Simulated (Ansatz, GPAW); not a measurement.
Given: the input of a run of Ansatz 0.2.0 on Nb. 

The input input.yaml:

```yaml
crystal:
  lattice:
    - [-1.66395, 1.66395, 1.66395]
    - [1.66395, -1.66395, 1.66395]
    - [1.66395, 1.66395, -1.66395]
  atoms:
    - { symbol: Nb, position: [0.0, 0.0, 0.0] }
kpoints:
  mp_grid: { grid: [11, 11, 11] }
scf:
  occupations: { method: gaussian, width: 0.015 }
hamiltonian:
  xc: pbe
  pseudopotentials: { kind: all_electron, lapw: { basis_error: 0.001 } }
output:
  forces: true
  stress: true
  eigenvalues: true
```

Potentials or basis: all-electron LAPW, scalar-relativistic.

Command:

```bash
$ ansatz run input.yaml --threads 1 --pin off --max-ram 3072MiB --backend cpu --events-out ev --progress --plain --runs-dir out
```

Question: Translate it to GPAW 26.7.0 (ASE script). Potentials or basis there: GPAW PAW data sets (gpaw-data 1.2.1), cutoff 600 eV.

Answer: As run (cutoffs and basis follow the program's own potentials, and thresholds, step limits or extra output files can differ):

Contents of run.py:

```python
from ase.dft.bandgap import bandgap
from ase.io import read, write
from ase.units import GPa
from gpaw import GPAW, PW

atoms = read('POSCAR')

calc = GPAW(mode=PW(600),
            xc='PBE',
            kpts={'size': (11, 11, 11), 'gamma': True},
            occupations={'name': 'methfessel-paxton', 'order': 0, 'width': 0.015},
            nbands=15,
            convergence={'density': 1e-05, 'energy': 1e-05},
            maxiter=150,
            txt='gpaw.txt')
atoms.calc = calc
energy = atoms.get_potential_energy()
forces = atoms.get_forces()
stress = atoms.get_stress()
calc.write('gs.gpw')
write('result.traj', atoms)
print(f'Energy: {energy:.6f} eV')
print('Forces (eV/A):')
print(forces.round(4))
print('Stress (GPa):', (stress / GPa).round(3))
print('Fermi level:', round(calc.get_fermi_level(), 4), 'eV')
print(f'Gap: {bandgap(calc)[0]:.4f} eV, direct: {bandgap(calc, direct=True)[0]:.4f} eV')
```

POSCAR

```
Nb
1.0
   -1.6639500000      1.6639500000      1.6639500000
    1.6639500000     -1.6639500000      1.6639500000
    1.6639500000      1.6639500000     -1.6639500000
Nb
1
Direct
    0.0000000000      0.0000000000      0.0000000000
```

Potentials or basis: GPAW PAW data sets (gpaw-data 1.2.1), pw.

Launch:

```bash
$ OMP_NUM_THREADS=1 python run.py
```

Both were run:

|  | Ansatz | GPAW |
| --- | --- | --- |
| Pressure | -1.7 GPa | -2.5 GPa |

Where Ansatz's input types no cutoff or centring, it takes its own default and a Γ-centred mesh.

Pressure is positive in compression.
